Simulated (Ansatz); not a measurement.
# W (Im-3m) in Ansatz: further runs

Aim: see how the results for W move with the level of theory and the settings. Levels: PBE, BLYP, r2SCAN+D3(BJ). Tasks: relaxation of cell and atoms.

All numbers are computed with Ansatz 0.2.0; they aren't measurements. Logs are shortened: lines on timing, memory, paths and dates and some standing lists are left out, and cuts for length are marked.

### 1 Starting point

The structure is cubic, space group Im-3m (No. 229). Conventional cell: a = 3.165 Å, b = 3.165 Å, c = 3.165 Å, α = 90.00°, β = 90.00°, γ = 90.00°. W (site symmetry m-3m) is surrounded by 8 W at 2.74 Å.

### 2 Relaxation of cell and atoms, PBE

Input file input.yaml:

```yaml
crystal:
  lattice:
    - [-1.582345, 1.582345, 1.582345]
    - [1.582345, -1.582345, 1.582345]
    - [1.582345, 1.582345, -1.582345]
  atoms:
    - { symbol: W, position: [0.0, 0.0, 0.0] }
hamiltonian:
  xc: pbe
  pseudopotentials: { kind: paw }
kpoints:
  mp_grid: { grid: [12, 12, 12] }
scf:
  occupations: { method: fermi_dirac, width: 0.05 }
output:
  forces: true
  stress: true
  write_density: true
  write_potential: true
  elf: true
  volumetric_format: npy
relax:
  f_tol: 0.01
  max_steps: 40
  cell: { stress_tol: 0.05 }
```

Potentials or basis: Ansatz PAW.

Started as:

```console
$ ansatz run input.yaml --threads 2 --pin off --max-ram 5120MiB --backend cpu --events-out ev --progress --plain --runs-dir out
```

Log:

```text
Warning: RAYON_NUM_THREADS=2 ignored (pool sized by the plan → 2); use --threads N
Engine: ansatz 0.2.0, aarch64-unknown-linux-gnu
Pseudopotentials: kind: paw
Pseudopotential: W, paw, valence charge 14, recommended cutoff 420 eV (normal), W.paw.azcp
Functional definition: PBE
  parameter kappa = 0.804
  parameter beta = 0.06672455060314922
  exchange = pbe_x(kappa = kappa, mu = beta*pi^2/3)
  correlation = pbe_c(beta = beta)
Crystal: 1 atoms, lattice volume = 15.848 Å³
Basis set: ecut = 420 eV, 321 PW (Γ), exchange–correlation on 40×40×40 points (8 copies of the dense FFT grid, shifted against one another)
Bands: 11, of which v1, the nominal top of the filled ones, is band 7 counted from 1 (6 counted from 0)
Symmetry: 48 space group operations
Space group: Im-3m (ITA 229), of the structure as read, at distance tolerance 2.5e-5 Å
k-points: 72 of 1728
Non-local potential: W, projectors of the file, l = 0: 3, l = 1: 2, l = 2: 2, l = 3: 1
PAW form: soft (Blöchl's): semilocal exchange-correlation on the pseudo side does not see the compensation charge
PAW one-centre angular grid: W, 590 points (default); XC on 64 Gauss nodes
Initial density: superposition of atomic densities (neutral atoms: chi_scale 0, normalization atom), corrected by the library's trained network
Initial wavefunctions: pseudopotential atomic-orbital guess
Functional: x = pbe(κ = 0.804, μ = 0.2195149727645171), c = pbe(β = 0.06672455060314922)
SCF iter   1: F=—  HF=-10384.820443 eV  |F-HF|=—  |Δ(HF+E_count)|=         —  Δρ=1.70e-3  dr2=1.07e-4  ethr=1.77e-3  ⟨swp⟩=5.0  Hψ=4221  notcnv=0
preconditioner: auto → none  [metal: Δε(μ)=0.044 eV  Ē_g=9.064 eV  σ=0.050 eV  W_gap=0.21  n_scr=0 (ndim 8)  ℏωp=22.8 eV  f_vac=0.000  D(μ)=0.63/eV (n_scr^D=0)]
SCF iter   2: F=—  HF=-10384.820234 eV  |F-HF|=—  |Δ(HF+E_count)|=   2.09e-4  Δρ=8.96e-4  dr2=2.99e-5  ethr=7.64e-7  ⟨swp⟩=2.3  Hψ=1829  notcnv=0
SCF iter   3: F=—  HF=-10384.820261 eV  |F-HF|=—  |Δ(HF+E_count)|=   2.73e-5  Δρ=2.35e-4  dr2=7.10e-6  ethr=2.14e-7  ⟨swp⟩=2.0  Hψ=1235  notcnv=0
SCF iter   4: F=—  HF=-10384.820259 eV  |F-HF|=—  |Δ(HF+E_count)|=   2.27e-6  Δρ=1.49e-4  dr2=2.35e-6  ethr=5.07e-8  ⟨swp⟩=1.4  Hψ=874  notcnv=0
SCF iter   5: F=—  HF=-10384.820258 eV  |F-HF|=—  |Δ(HF+E_count)|=   7.07e-7  Δρ=8.45e-5  dr2=8.75e-7  ethr=1.68e-8  ⟨swp⟩=1.0  Hψ=787  notcnv=0
SCF iter   6: F=-10384.820258 eV  HF=-10384.820258 eV  |F-HF|=3.87e-8  |Δ(HF+E_count)|=   3.79e-7  Δρ=1.93e-5  dr2=4.62e-8  ethr=7.14e-10  ⟨swp⟩=6.1  Hψ=4458  notcnv=0
SCF 1 converged in 6 iterations: F = -10384.820258 eV  dr2 = 4.62e-8
relax step   1: F+E_penalty+E_count = -10384.82025774 eV  Δ(F+E_penalty+E_count) = +0.000e0 eV  max|allowed force component| = 0.000e0 eV/Å  Δτ_max = 0.0000 Å  P = +5.834 GPa  Ω = 15.848 Å³  (6 SCF iters, dr2 threshold 1.00e-7 eV, accepted)
Crystal: 1 atoms, lattice volume = 16.963 Å³
Initial density: handed on by an earlier stage of this run
Initial wavefunctions: those handed on with the density
iter 1 solved again at ethr=2.36e-6 eV; its pass at ethr=3.10e-3 eV (dr2=3.30e-4 eV) is discarded
SCF iter   1: F=—  HF=-10384.789233 eV  |F-HF|=—  |Δ(HF+E_count)|=         —  Δρ=2.43e-3  dr2=3.07e-4  ethr=2.36e-6  ⟨swp⟩=2.3  Hψ=6045  notcnv=0
preconditioner: auto → none  [metal: Δε(μ)=0.105 eV  Ē_g=8.430 eV  σ=0.050 eV  W_gap=0.43  n_scr=0 (ndim 8)  ℏωp=22.1 eV  f_vac=0.000  D(μ)=0.43/eV (n_scr^D=0)]
SCF iter   2: F=—  HF=-10384.789366 eV  |F-HF|=—  |Δ(HF+E_count)|=   1.33e-4  Δρ=1.17e-3  dr2=5.69e-5  ethr=2.19e-6  ⟨swp⟩=2.7  Hψ=1304  notcnv=0
SCF iter   3: F=—  HF=-10384.789430 eV  |F-HF|=—  |Δ(HF+E_count)|=   6.40e-5  Δρ=2.20e-4  dr2=2.66e-6  ethr=4.07e-7  ⟨swp⟩=1.7  Hψ=1090  notcnv=0
SCF iter   4: F=-10384.789431 eV  HF=-10384.789431 eV  |F-HF|=3.67e-9  |Δ(HF+E_count)|=   1.48e-6  Δρ=1.08e-5  dr2=4.55e-9  ethr=7.14e-10  ⟨swp⟩=6.5  Hψ=4494  notcnv=0
SCF 2 converged in 4 iterations: F = -10384.789431 eV  dr2 = 4.55e-9
relax step   2: F+E_penalty+E_count = -10384.78943129 eV  Δ(F+E_penalty+E_count) = +3.083e-2 eV  max|allowed force component| = 0.000e0 eV/Å  Δτ_max = 0.0000 Å  P = -13.448 GPa  Ω = 16.963 Å³  energy of the carried Pulay correction = -5.186e-4 eV  (4 SCF iters, dr2 threshold 1.00e-7 eV, rejected (line search))
Crystal: 1 atoms, lattice volume = 16.169 Å³
iter 1 solved again at ethr=7.61e-7 eV; its pass at ethr=3.10e-3 eV (dr2=1.07e-4 eV) is discarded
SCF iter   1: F=—  HF=-10384.825346 eV  |F-HF|=—  |Δ(HF+E_count)|=         —  Δρ=1.68e-3  dr2=1.23e-4  ethr=7.61e-7  ⟨swp⟩=2.2  Hψ=6014  notcnv=0
preconditioner: auto → none  [metal: Δε(μ)=0.041 eV  Ē_g=8.873 eV  σ=0.050 eV  W_gap=0.20  n_scr=0 (ndim 8)  ℏωp=22.6 eV  f_vac=0.000  D(μ)=0.58/eV (n_scr^D=0)]
SCF iter   2: F=—  HF=-10384.825414 eV  |F-HF|=—  |Δ(HF+E_count)|=   6.83e-5  Δρ=8.32e-4  dr2=2.68e-5  ethr=7.61e-7  ⟨swp⟩=2.1  Hψ=1286  notcnv=0
SCF iter   3: F=—  HF=-10384.825443 eV  |F-HF|=—  |Δ(HF+E_count)|=   2.92e-5  Δρ=1.23e-4  dr2=1.02e-6  ethr=1.91e-7  ⟨swp⟩=2.0  Hψ=868  notcnv=0
SCF iter   4: F=—  HF=-10384.825445 eV  |F-HF|=—  |Δ(HF+E_count)|=   2.21e-6  Δρ=1.01e-5  dr2=4.33e-9  ethr=7.31e-9  ⟨swp⟩=2.7  Hψ=1318  notcnv=0
SCF iter   5: F=—  HF=-10384.825445 eV  |F-HF|=—  |Δ(HF+E_count)|=   1.71e-9  Δρ=9.96e-7  dr2=1.21e-10  ethr=3.09e-11  ⟨swp⟩=2.0  Hψ=1255  notcnv=0
SCF iter   6: F=-10384.825445 eV  HF=-10384.825445 eV  |F-HF|=3.64e-12  |Δ(HF+E_count)|=  4.73e-11  Δρ=5.39e-8  dr2=3.70e-13  ethr=1.00e-12  ⟨swp⟩=5.9  Hψ=2973  notcnv=0
SCF 3 converged in 6 iterations: F = -10384.825445 eV  dr2 = 3.70e-13
relax step   3: F+E_penalty+E_count = -10384.82544546 eV  Δ(F+E_penalty+E_count) = -5.188e-3 eV  max|allowed force component| = 0.000e0 eV/Å  Δτ_max = 0.0000 Å  P = -0.413 GPa  Ω = 16.169 Å³  energy of the carried Pulay correction = -1.533e-4 eV  (6 SCF iters, accepted)
Crystal: 1 atoms, lattice volume = 16.147 Å³
iter 1 solved again at ethr=3.17e-9 eV; its pass at ethr=3.10e-3 eV (dr2=4.43e-7 eV) is discarded
SCF iter   1: F=—  HF=-10384.825486 eV  |F-HF|=—  |Δ(HF+E_count)|=         —  Δρ=5.14e-5  dr2=1.47e-7  ethr=3.17e-9  ⟨swp⟩=2.3  Hψ=5309  notcnv=0
preconditioner: auto → none  [metal: Δε(μ)=0.042 eV  Ē_g=8.888 eV  σ=0.050 eV  W_gap=0.21  n_scr=0 (ndim 8)  ℏωp=22.6 eV  f_vac=0.000  D(μ)=0.58/eV (n_scr^D=0)]
SCF iter   2: F=-10384.825485 eV  HF=-10384.825485 eV  |F-HF|=2.63e-8  |Δ(HF+E_count)|=   1.39e-6  Δρ=2.40e-5  dr2=2.18e-8  ethr=7.14e-10  ⟨swp⟩=5.8  Hψ=4311  notcnv=0
SCF 4 converged in 2 iterations: F = -10384.825485 eV  dr2 = 2.18e-8
relax step   4: F+E_penalty+E_count = -10384.82548478 eV  Δ(F+E_penalty+E_count) = -3.932e-5 eV  max|allowed force component| = 0.000e0 eV/Å  Δτ_max = 0.0000 Å  P = +0.005 GPa  Ω = 16.147 Å³  energy of the carried Pulay correction = -1.426e-4 eV  (2 SCF iters, dr2 threshold 1.00e-7 eV, accepted)
Initial wavefunctions: pseudopotential atomic-orbital guess (no wavefunctions were taken with the density)
iter 1 solved again at ethr=4.61e-8 eV; its pass at ethr=3.10e-3 eV (dr2=6.46e-6 eV) is discarded
SCF iter   1: F=—  HF=-10384.825627 eV  |F-HF|=—  |Δ(HF+E_count)|=         —  Δρ=6.84e-5  dr2=1.11e-7  ethr=4.61e-8  ⟨swp⟩=3.0  Hψ=6429  notcnv=0
SCF iter   2: F=—  HF=-10384.825624 eV  |F-HF|=—  |Δ(HF+E_count)|=   2.82e-6  Δρ=3.44e-5  dr2=2.76e-8  ethr=7.90e-10  ⟨swp⟩=1.3  Hψ=876  notcnv=0
SCF iter   3: F=—  HF=-10384.825624 eV  |F-HF|=—  |Δ(HF+E_count)|=   1.65e-8  Δρ=1.27e-6  dr2=1.54e-10  ethr=1.97e-10  ⟨swp⟩=2.1  Hψ=1227  notcnv=0
SCF iter   4: F=—  HF=-10384.825624 eV  |F-HF|=—  |Δ(HF+E_count)|=  1.82e-11  Δρ=4.15e-7  dr2=2.56e-11  ethr=1.00e-12  ⟨swp⟩=6.5  Hψ=3494  notcnv=0
SCF iter   5: F=-10384.825624 eV  HF=-10384.825624 eV  |F-HF|=1.82e-12  |Δ(HF+E_count)|=  9.09e-12  Δρ=3.39e-8  dr2=9.63e-14  ethr=1.00e-12  ⟨swp⟩=5.5  Hψ=2872  notcnv=0
SCF 5 converged in 5 iterations: F = -10384.825624 eV  dr2 = 9.63e-14
relax step   5: F+E_penalty+E_count = -10384.82562407 eV  Δ(F+E_penalty+E_count) = -1.393e-4 eV  max|allowed force component| = 0.000e0 eV/Å  Δτ_max = 0.0000 Å  P = +0.004 GPa  Ω = 16.147 Å³  stress off target by 3.59e-3 GPa  SCF on the basis re-selected at this cell (its energy is not comparable with the rows above)  (5 SCF iters)
basis re-selected at this cell: Δ(F+E_penalty+E_count) = -1.393e-4 eV, ΔP = -0.002 GPa vs the last step (what re-selecting the basis moved, of the pressure what is left beyond the Pulay correction that the steps carried, after the strain that the cell walked since its last selection, with what the two solves' SCF thresholds leave and, on support functions, any second-order correction that the steps lacked; it is no measure of the basis error at this ecutwfc). This SCF's stress stands 3.59e-3 GPa from its target on what of the cell is left free (relax.cell.stress_tol is 5.00e-2 GPa) and its largest allowed force component is 0.00e0 eV/Å (relax.f_tol is 1.00e-2 eV/Å): within both
SCF converged after 5 iterations
Free energy (F): -10384.825624 eV
Harris-Foulkes:  -10384.825624 eV  (|F-HF|=1.82e-12)
Internal energy: -10384.821069 eV  (E = F + TS)
E sigma→0 (E₀):  -10384.823347 eV
Entropy (-TS):   -0.004555 eV (-4.555 meV/atom)
Fermi energy:    22.053607 eV
--- Per-component energies (eV) ---
  E_band       = -87.802507
  E_kinetic    = 449.450050
  E_local      = -611.217915  (includes V_loc(G=0)·N_el)
  E_nonlocal   = 0.209335
  E_hartree    = 218.617367
  E_xc         = -266.825126
  E_vxc        = -238.633616  (∫ρ·V_xc dr)
  E_paw        = -8562.371613  (= ΣΔE_a)
  E_vpaw       = -124.845026  (= ΣTr[D̂ρ^β])
  E_aug_tail   = -0.000064  (compensation charges beyond the density's cutoff)
  E_ewald      = -1612.683104
  E_smearing   = -0.004555  (= −TS)
  E_closure    = 0.000000  (closes the sum)
  Σ components = -10384.825624   (vs F -10384.825624, Δ=0.00e0)
--- Forces (eV/Å), atoms counted from 1 ---
  atom   1  W      0.00000000     0.00000000    -0.00000000
  max |Σ_I F_I| component: 9.04e-32 eV/Å
--- Stress (GPa, compression-positive) ---
        0.003590      -0.000000       0.000000
       -0.000000       0.003590       0.000000
       -0.000000       0.000000       0.003590
  P = ⅓ Tr σ = 0.0036 GPa (0.036 kbar)
--- Band table (eV; the first three rows and the last of 72) ---
  k-point 0: bands = ["-51.9831", "-15.6091", "-15.6091", "-15.6091", "12.6268", "20.9434", "20.9434", "20.9434", "24.3589", "24.3589", "36.6230"]
  k-point 1: bands = ["-51.9749", "-15.6966", "-15.6365", "-15.6094", "12.9531", "20.7491", "20.8941", "21.2607", "24.0685", "24.3640", "36.8877"]
  k-point 2: bands = ["-51.9522", "-15.9309", "-15.7109", "-15.6105", "13.8478", "20.2593", "20.6498", "22.1883", "23.6822", "24.4095", "37.3196"]
  k-point 71: bands = ["-51.7660", "-16.4621", "-16.4621", "-16.4621", "16.4614", "16.4614", "27.1771", "27.1771", "27.1771", "30.2520", "30.2520"]
--- Relaxed structure (4 steps of the walk, 3 accepted, 1 SCFs on fresh bases) ---
  F+E_penalty+E_count = -10384.82562407 eV   max|allowed force component| = 0.000e0 eV/Å   (the final SCF, on the basis selected at the relaxed cell)
  cell:  # Å, volume = 16.1468 Å³
    - [-1.5922408416615472, 1.5922408416615472, 1.5922408416615472]
    - [1.5922408416615472, -1.5922408416615472, 1.5922408416615472]
    - [1.5922408416615472, 1.5922408416615472, -1.5922408416615472]
  atoms:
    - { symbol: W, position: [0.0, 0.0, 0.0] }
```

It took 3.4 s on 2 threads of Arm Neoverse N1, shared host; peak memory 0.28 GiB.

What came out:

| Property | Result |
| --- | --- |
| Free energy | -10384.8256 eV |
| Relaxed volume | 16.15 Å³/atom |
| Relaxed cell | a = 2.758 Å, b = 2.758 Å, c = 2.758 Å, α = 109.47°, β = 109.47°, γ = 109.47° |
| Space group after relaxing (to 0.05 Å) | Im-3m (No. 229) |
| Energy gained by relaxing | 5.4 meV/atom |
| Ionic steps | 4 |
| Pressure after relaxing | 0.0 GPa |
| Band gap on the k mesh | none (metal or under the smearing width) |

Step by step:
```
step  energy change (eV)  largest force (eV/Å)  volume (Å³)
   1              0.0000                0.0000        15.85
   2             -0.0052                0.0000        16.17
   3             -0.0052                0.0000        16.15
   4             -0.0054                0.0000        16.15
```

Final structure:
```yaml
crystal:
  lattice:
    - [-1.59224, 1.59224, 1.59224]
    - [1.59224, -1.59224, 1.59224]
    - [1.59224, 1.59224, -1.59224]
  atoms:
    - { symbol: W, position: [0.00000, 0.00000, 0.00000] }
```

Levels at points of the mesh, in eV from the Fermi level:
```tsv
k point	band 5	band 6	band 7	band 8	band 9	band 10
(0.00, 0.00, 0.00)	-9.43	-1.11	-1.11	-1.11	2.31	2.31
(0.00, 0.00, -0.50)	-6.06	-3.39	0.73	2.19	3.15	6.08
(-0.50, -0.50, -0.50)	-5.59	-5.59	5.12	5.12	5.12	8.20
```

Caveat: the plane-wave basis is chosen anew once the cell has moved, so the energies of steps on either side of that aren't comparable.

(Continued in part 2 of 2.)
